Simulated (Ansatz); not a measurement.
# NiO (Fm-3m) in Ansatz: phonons with PBE

Aim: the phonons of NiO with PBE.

All numbers are computed with Ansatz 0.2.0; they aren't measurements. Logs are shortened: lines on timing, memory, paths and dates and some standing lists are left out, and cuts for length are marked.

**Experimental background.**

“Local correlations, non-local screening, multiplets, and band formation in NiO”, 2012, arxiv:1210.6675 quotes, for a bulk crystal of NiO: band gap 4.3 eV.

The runs below are set against these values where they give the same quantity.

## Step 1: Starting point

It takes space group Fm-3m (No. 225, cubic). Conventional cell: a = 4.172 Å, b = 4.172 Å, c = 4.172 Å, α = 90.00°, β = 90.00°, γ = 90.00°. Around Ni (site symmetry m-3m) lie 6 O at 2.09 Å. Around O (site symmetry m-3m) lie 6 Ni at 2.09 Å.

## Step 2: Phonons, PBE, collinear spin, ferromagnetic start

input.yaml

```yaml
crystal:
  lattice:
    - [0.0, 2.0859016414, 2.0859016414]
    - [2.0859016414, 0.0, 2.0859016414]
    - [2.0859016414, 2.0859016414, 0.0]
  atoms:
    - { symbol: Ni, position: [0.0, 0.0, 0.0], spin: 1.0 }
    - { symbol: O, position: [0.5, 0.5, 0.5] }
kpoints:
  mp_grid: { grid: [8, 8, 8] }
scf:
  occupations: { method: fermi_dirac, width: 0.05 }
hamiltonian:
  xc: pbe
  pseudopotentials: { kind: all_electron, lapw: { basis_error: 0.001 } }
magnetization:
  spin_polarized: true
output: {}
phonons:
  method: fd
  supercell: [1, 1, 1]
```

Potentials or basis: all-electron LAPW, scalar-relativistic.

Launch:

```sh
$ ansatz run input.yaml --threads 2 --pin off --max-ram 6144MiB --backend cpu --events-out ev --progress --plain --runs-dir out
```

What it wrote:

```text
Warning: RAYON_NUM_THREADS=2 ignored (pool sized by the plan → 2); use --threads N
LAPW: plane waves up to 10.301 Å⁻¹, error target 1.0e-3 eV per atom; small_component_spin mean_spin; O in spheres of 0.913 Å, 8 of its electrons in bands, Dirac shells []; Ni in spheres of 1.111 Å, 18 of its electrons in bands, Dirac shells [] (how accurate: hamiltonian.pseudopotentials.lapw.basis_error, Limitations)
Engine: ansatz 0.2.0, x86_64-unknown-linux-gnu
Pseudopotentials: kind: all_electron
Pseudopotential: Ni, LAPW, valence charge 18, lapw/all_electron/scalar/gaussian/Ni, Koelling and Harmon's equation, gaussian nucleus
Pseudopotential: O, LAPW, valence charge 8, lapw/all_electron/scalar/gaussian/O, Koelling and Harmon's equation, gaussian nucleus
Functional definition: PBE
  parameter kappa = 0.804
  parameter beta = 0.06672455060314922
  exchange = pbe_x(kappa = kappa, mu = beta*pi^2/3)
  correlation = pbe_c(beta = beta)
Crystal: 2 atoms, lattice volume = 18.151 Å³
Basis set: ecut = 404.29896543133714 eV, 331 PW (Γ), exchange–correlation at level 2
Bands: 18, of which v1, the nominal top of the filled ones, is band 13 counted from 1 (12 counted from 0)
Symmetry: 48 space group operations
Space group: Fm-3m (ITA 225), of the structure as read, at distance tolerance 2.6e-5 Å
Magnetic group: BNS 225.116 (UNI 1618), of the structure as read, at distance tolerance 2.6e-5 Å
k-points: 29 of 512
Non-local potential: Ni, projectors of the file, none
Non-local potential: O, projectors of the file, none
Initial density: superposition of atomic densities (chi_scale 0.1, normalization cell, long waves kept (reshape's long-wave potential 0.00 eV rms))
Starting moments: Σ|m| = 1 μB on 1 of 2 sites
Initial wavefunctions: plane waves of lowest kinetic energy (no species holds an atomic orbital)
Functional: x = pbe(κ = 0.804, μ = 0.2195149727645171), c = pbe(β = 0.06672455060314922)
SCF 1 converged in 14 iterations: F = -43429.776352 eV  dr2 = 1.01e-9
a single point of the input's cell can leave the moments in the input for a lower state (scf.lower_state_search): this run first made a single point of its cell. This run's own SCFs start from the density of the state that the single point found, with the moments in the input. The single point stayed on the moments in the input.
Initial density: read from a saved state, or passed on in memory by an earlier SCF of this step, an earlier step, the calling program or the single point that the run made first
Stability of the state it starts from, as read at its close in the collinear treatment: not read negative (Ritz values of 1 − χ₀K, real part plus size of imaginary part, from 0.72 to 0.75, by its mixing steps under the symmetry group of the SCF that read it); its run was given moments
Starting moments: Σ|m| = 1 μB on 1 of 2 sites; this step starts from the density that it was given
iter 1 solved again at ethr=4.85e-9 eV; its pass at ethr=1.00e-1 eV (dr2=1.26e-6 eV) is discarded
SCF iter   1: F=—  HF=-43429.776352 eV  |F-HF|=—  |Δ(HF+E_count)|=         —  Δρ=1.42e-6 (↑1.12e-6 ↓1.42e-6)  dr2=1.19e-10  dr2_m=2.45e-10  M=1.829 μB ∫|m|=1.836 μB  β_m=0.65  ethr=4.85e-9  ⟨swp⟩=6.0  Hψ=9763  notcnv=0
the basis was enlarged: its passes take 3.5 MiB over the memory plan, 2 of 2 planned eigensolver slots
preconditioner: auto → none  [insulator: Δε(μ)=0.138 eV  Ē_g=14.590 eV  σ=0.050 eV  W_gap=0.59  n_scr=8 (ndim 8)  ℏωp=34.9 eV  f_vac=0.000  D(μ)=0.69/eV (n_scr^D=8)  ε∞_Penn≈6.7]
SCF iter   2: F=—  HF=-43429.776352 eV  |F-HF|=—  |Δ(HF+E_count)|=   4.42e-9  Δρ=8.04e-7 (↑6.29e-7 ↓8.04e-7)  dr2=1.07e-11  dr2_m=8.38e-11  M=1.829 μB ∫|m|=1.836 μB  β_m=0.65  ethr=7.10e-12 (applied; sched 1.00e-12)  ⟨swp⟩=4.1  Hψ=3421  notcnv=0
SCF iter   3: F=—  HF=-43429.776352 eV  |F-HF|=—  |Δ(HF+E_count)|=   1.13e-9  Δρ=8.80e-7 (↑3.93e-7 ↓8.80e-7)  dr2=2.52e-10  dr2_m=2.37e-11  M=1.829 μB ∫|m|=1.836 μB  β_m=0.59  ethr=5.46e-12 (applied; sched 1.00e-12)  ⟨swp⟩=2.0  Hψ=2862  notcnv=0
SCF iter   4: F=-43429.776352 eV  HF=-43429.776352 eV  |F-HF|=4.37e-11  |Δ(HF+E_count)|=  1.16e-10  Δρ=1.16e-7 (↑1.79e-8 ↓1.16e-7)  dr2=2.43e-12  dr2_m=6.40e-13  M=1.829 μB ∫|m|=1.836 μB  ethr=5.46e-12 (applied; sched 1.00e-12)  ⟨swp⟩=2.0  Hψ=2862  notcnv=0
SCF 2 converged in 4 iterations: F = -43429.776352 eV  dr2 = 2.43e-12
Symmetry: 8 space group operations
k-points: 59 of 512 (time reversal used)
Initial density: handed on by an earlier stage of this run
Initial wavefunctions: plane waves of lowest kinetic energy (no species holds an atomic orbital; no wavefunctions were taken with the density)
iter 1 solved again at ethr=1.34e-7 eV; its pass at ethr=1.00e-1 eV (dr2=3.48e-5 eV) is discarded
SCF iter   1: F=—  HF=-43429.776218 eV  |F-HF|=—  |Δ(HF+E_count)|=         —  Δρ=4.29e-4 (↑8.71e-5 ↓4.29e-4)  dr2=3.29e-5  dr2_m=6.14e-6  M=1.829 μB ∫|m|=1.836 μB  β_m=0.30  ethr=1.34e-7  ⟨swp⟩=5.1  Hψ=18195  notcnv=0
SCF iter   2: F=—  HF=-43429.776230 eV  |F-HF|=—  |Δ(HF+E_count)|=   1.19e-5  Δρ=2.99e-4 (↑5.67e-5 ↓2.99e-4)  dr2=1.27e-5  dr2_m=3.51e-6  M=1.829 μB ∫|m|=1.836 μB  β_m=0.59  ethr=1.27e-7  ⟨swp⟩=2.0  Hψ=5822  notcnv=0
iter 3 solved again at ethr=3.09e-9 eV; its pass at ethr=4.87e-8 eV (dr2=8.02e-7 eV) is discarded
SCF iter   3: F=—  HF=-43429.776249 eV  |F-HF|=—  |Δ(HF+E_count)|=   1.88e-5  Δρ=5.93e-5 (↑3.45e-5 ↓5.93e-5)  dr2=8.02e-7  dr2_m=2.06e-7  M=1.829 μB ∫|m|=1.836 μB  β_m=0.57  ethr=3.09e-9  ⟨swp⟩=2.0  Hψ=10241  notcnv=0
SCF iter   4: F=—  HF=-43429.776249 eV  |F-HF|=—  |Δ(HF+E_count)|=   4.81e-7  Δρ=4.86e-5 (↑2.61e-5 ↓4.86e-5)  dr2=7.33e-7  dr2_m=9.65e-8  M=1.829 μB ∫|m|=1.836 μB  β_m=0.46  ethr=3.09e-9  ⟨swp⟩=2.5  Hψ=5913  notcnv=0
SCF iter   5: F=—  HF=-43429.776249 eV  |F-HF|=—  |Δ(HF+E_count)|=   2.32e-7  Δρ=1.70e-5 (↑1.13e-5 ↓1.70e-5)  dr2=8.35e-8  dr2_m=1.68e-8  M=1.829 μB ∫|m|=1.836 μB  β_m=0.60  ethr=2.82e-9  ⟨swp⟩=2.0  Hψ=5822  notcnv=0
SCF iter   6: F=—  HF=-43429.776249 eV  |F-HF|=—  |Δ(HF+E_count)|=   3.20e-9  Δρ=3.45e-6 (↑2.95e-6 ↓3.45e-6)  dr2=2.18e-9  dr2_m=1.23e-9  M=1.829 μB ∫|m|=1.836 μB  β_m=0.54  ethr=3.21e-10  ⟨swp⟩=2.2  Hψ=5844  notcnv=0
SCF iter   7: F=-43429.776249 eV  HF=-43429.776249 eV  |F-HF|=2.26e-10  |Δ(HF+E_count)|=  4.44e-10  Δρ=6.30e-7 (↑5.62e-7 ↓6.30e-7)  dr2=1.15e-11  dr2_m=5.09e-11  M=1.829 μB ∫|m|=1.836 μB  ethr=8.37e-12  ⟨swp⟩=3.0  Hψ=6431  notcnv=0
SCF 3 converged in 7 iterations: F = -43429.776249 eV  dr2 = 1.15e-11
iter 1 solved again at ethr=5.83e-7 eV; its pass at ethr=1.00e-1 eV (dr2=1.51e-4 eV) is discarded
SCF iter   1: F=—  HF=-43429.776263 eV  |F-HF|=—  |Δ(HF+E_count)|=         —  Δρ=6.15e-4 (↑2.85e-4 ↓6.15e-4)  dr2=1.50e-4  dr2_m=6.18e-6  M=1.829 μB ∫|m|=1.836 μB  β_m=0.30  ethr=5.83e-7  ⟨swp⟩=4.5  Hψ=17398  notcnv=0
preconditioner: auto → none  [insulator: Δε(μ)=0.137 eV  Ē_g=14.590 eV  σ=0.050 eV  W_gap=0.59  n_scr=8 (ndim 8)  ℏωp=34.9 eV  f_vac=0.000  D(μ)=0.69/eV (n_scr^D=8)  ε∞_Penn≈6.7]
SCF iter   2: F=—  HF=-43429.776243 eV  |F-HF|=—  |Δ(HF+E_count)|=   1.98e-5  Δρ=4.09e-4 (↑1.68e-4 ↓4.09e-4)  dr2=5.36e-5  dr2_m=3.55e-6  M=1.829 μB ∫|m|=1.836 μB  β_m=0.53  ethr=5.76e-7  ⟨swp⟩=2.0  Hψ=5822  notcnv=0
iter 3 solved again at ethr=2.69e-9 eV; its pass at ethr=2.06e-7 eV (dr2=7.00e-7 eV) is discarded
SCF iter   3: F=—  HF=-43429.776248 eV  |F-HF|=—  |Δ(HF+E_count)|=   4.15e-6  Δρ=7.98e-5 (↑4.71e-5 ↓7.98e-5)  dr2=6.97e-7  dr2_m=3.59e-7  M=1.829 μB ∫|m|=1.836 μB  β_m=0.65  ethr=2.69e-9  ⟨swp⟩=2.0  Hψ=10083  notcnv=0
SCF iter   4: F=—  HF=-43429.776250 eV  |F-HF|=—  |Δ(HF+E_count)|=   2.98e-6  Δρ=8.96e-5 (↑4.13e-5 ↓8.96e-5)  dr2=2.88e-6  dr2_m=1.96e-7  M=1.829 μB ∫|m|=1.836 μB  β_m=0.46  ethr=2.68e-9  ⟨swp⟩=3.0  Hψ=6518  notcnv=0  recentre
SCF iter   5: F=—  HF=-43429.776249 eV  |F-HF|=—  |Δ(HF+E_count)|=   1.60e-6  Δρ=9.60e-6 (↑9.60e-6 ↓7.11e-6)  dr2=4.29e-9  dr2_m=1.07e-8  M=1.829 μB ∫|m|=1.836 μB  β_m=0.62  ethr=2.68e-9  ⟨swp⟩=2.5  Hψ=5932  notcnv=0
SCF iter   6: F=—  HF=-43429.776249 eV  |F-HF|=—  |Δ(HF+E_count)|=   2.86e-8  Δρ=3.68e-6 (↑3.68e-6 ↓2.29e-6)  dr2=8.88e-10  dr2_m=1.26e-9  M=1.829 μB ∫|m|=1.836 μB  β_m=0.68  ethr=1.65e-11  ⟨swp⟩=3.0  Hψ=6749  notcnv=0
SCF iter   7: F=—  HF=-43429.776249 eV  |F-HF|=—  |Δ(HF+E_count)|=   4.45e-9  Δρ=1.01e-6 (↑8.54e-7 ↓1.01e-6)  dr2=2.12e-10  dr2_m=7.22e-11  M=1.829 μB ∫|m|=1.836 μB  β_m=0.59  ethr=6.45e-12 (applied; sched 3.42e-12)  ⟨swp⟩=3.0  Hψ=6680  notcnv=0
SCF iter   8: F=-43429.776249 eV  HF=-43429.776249 eV  |F-HF|=4.37e-11  |Δ(HF+E_count)|=  8.66e-10  Δρ=3.20e-7 (↑3.20e-7 ↓2.49e-7)  dr2=1.53e-11  dr2_m=8.51e-12  M=1.829 μB ∫|m|=1.836 μB  ethr=5.46e-12 (applied; sched 1.00e-12)  ⟨swp⟩=2.0  Hψ=5822  notcnv=0
SCF 4 converged in 8 iterations: F = -43429.776249 eV  dr2 = 1.53e-11
SCF converged after 4 iterations
Magnetization: 1.8287 μB (13.9144 up, 12.0856 down)
Absolute magnetization: 1.8356 μB (∫|ρ↑−ρ↓|)
Spin contamination: 0.0055 ħ² per cell (⟨S²⟩ above its minimum at these occupations)
Per-site moments (μB) at R_I (Å): [(1.509821439756207, 1.1106529104473482), (0.29789003826268035, 0.9126716515607662)]
Free energy (F): -43429.776352 eV
Harris-Foulkes:  -43429.776352 eV  (|F-HF|=4.37e-11)
Internal energy: -43429.770062 eV  (E = F + TS)
E sigma→0 (E₀):  -43429.773207 eV
Entropy (-TS):   -0.006290 eV (-3.145 meV/atom)
Fermi energy:    14.669290 eV
--- Per-component energies (eV) ---
  E_band       = -1306.931272
  E_kinetic    = 44091.239032
  E_xc         = -1964.072674
  E_electrostatic = -85556.936420  (all electrons and nuclei)
  E_smearing   = -0.006290  (= −TS)
  E_closure    = 0.000000  (closes the sum)
  E_atoms      = -43416.659407  (free atoms, spherical and without spin; not in F)
  Σ components = -43429.776352   (vs F -43429.776352, Δ=0.00e0)
  Basis errors (estimates in eV, not in F): energy 3.9e-4 per atom: plane waves 3.5e-4 (2.0e-4 summed), levels above the bands 1.0e-143, relativity 5.4e-8, radial functions 4.1e-5, core shells 8.1e-9; eigenvalues (radial functions only) 4.7e-7; not estimated: angular momenta, meshes, grids; target (lapw.basis_error) 1.0e-3; muffin-tin radii O 0.913 Å, Ni 1.111 Å
--- Forces (eV/Å), atoms counted from 1 ---
  atom   1  Ni    -0.00000000     0.00000000    -0.00000000
  atom   2  O      0.00000000     0.00000000     0.00000000
  max |Σ_I F_I| component: 1.63e-30 eV/Å
--- Band table (eV; the first three rows and the last of 58) ---
  k-point 0 ↑: bands = ["-492.0607", "-89.8532", "-50.2272", "-50.2272", "-50.2272", "-5.7903", "11.3793", "11.3793", "11.6023", "11.6023", "11.6023", "11.9322", "11.9322", "11.9322", "16.1207", "32.3895", "33.4506", "33.4506"]
  k-point 1 ↑: bands = ["-492.0607", "-89.8528", "-50.2317", "-50.2279", "-50.2279", "-5.6138", "10.2781", "10.3665", "10.3665", "11.9635", "11.9635", "12.3149", "12.7476", "12.7476", "17.1321", "29.6596", "32.8041", "32.8041"]
  k-point 2 ↑: bands = ["-492.0607", "-89.8518", "-50.2426", "-50.2294", "-50.2294", "-5.1538", "8.4009", "9.4420", "9.4420", "12.2316", "12.2316", "12.6317", "13.8174", "13.8174", "18.8515", "26.7507", "30.8625", "30.8625"]
  k-point 28 ↓: bands = ["-491.8035", "-87.9475", "-48.3942", "-48.3942", "-48.3852", "-3.6911", "8.8278", "8.8278", "9.4432", "13.5273", "13.5273", "13.8601", "14.9621", "15.7012", "23.6262", "25.5963", "25.5963", "28.3628"]
--- Phonons: 2 displaced members + reference (amplitude 0.01 Å, Σ member SCF iterations 15) ---
  symmetry images taken by strict's conditions (phonons.symmetry_images: auto; settled by no image being taken that strict refuses)
  ASR residual: 5.024e-4 → 0.000e0 eV/Å²; symmetrization residual: 2.925e-4 eV/Å²
  largest component of a force at the reference: 1.7e-30 eV/Å
  ASR residual per site (eV/Å²): 2.32e-4 5.02e-4
  Γ frequencies (cm⁻¹): 0.00 0.00 0.00 211.42 211.42 211.42
  density of states and harmonic sums: on the 25×25×25 q-mesh, interpolated from the force constants of a 1×1×1 supercell (no non-analytic term)
  largest difference from the sums on the solved wave vectors: F 5.69e-1 eV, S 8.27e-4 and C_V 2.59e-4 eV/K
  zero-point energy: 0.051848 eV/cell   skipped modes (ω ≤ 0): 3   left out of the sums: 3.20e-5 of the cell's modes: C_V's classical limit lies that fraction below 3 k_B per atom; for a crystal, a wire or a layer, F and S can be off by more, and a phonons.interpolated_qmesh denser along its periods is the remedy for the sampling
```

Run time: 41 s. Hardware: 2 threads of Intel Xeon Platinum 8259CL at 2.50GHz (Skylake/Cascade Lake), shared host; peak memory 0.51 GiB.

Results:

```
Free energy                   : -43429.7764 eV
Band gap on the k mesh        : none (metal or under the smearing width)
Net moment                    : 1.83 μB per cell
Absolute moment               : 1.84 μB per cell
Site moments                  : Ni +1.51; O +0.30 μB
Highest phonon frequency at Γ : 211 cm⁻¹
```

Phonon frequencies in cm⁻¹ (negative: imaginary):
```
              q point        frequencies
(0.000, 0.000, 0.000)  0 0 0 211 211 211
```

Caveat: the k mesh is thin for a metal, which can move the energy by tens of meV per atom; a metal's response needs a denser mesh; a cell with one magnetic atom can't hold antiferromagnetic order, which such compounds often take; semilocal functionals often make such compounds metallic where correlation or magnetic order opens a gap, which also shifts bond lengths.

## Step 3: Comparison with measurements

Step 2. Measured gap of NiO: 4.3 eV (quoted in “Local correlations, non-local screening, multiplets, and band formation in NiO”, 2012, arxiv:1210.6675). This calculation gives 0.00 eV (-4.30 eV). So large a miss can be the level of theory's own, or it may mean another phase, state or a wrong row. The value is that of PBE on a finite k mesh, which can miss the band edges, without temperature or zero-point motion. Semilocal functionals fall short of measured gaps as a rule. The run's magnetic order (collinear spin, ferromagnetic start) needn't be the measured crystal's.
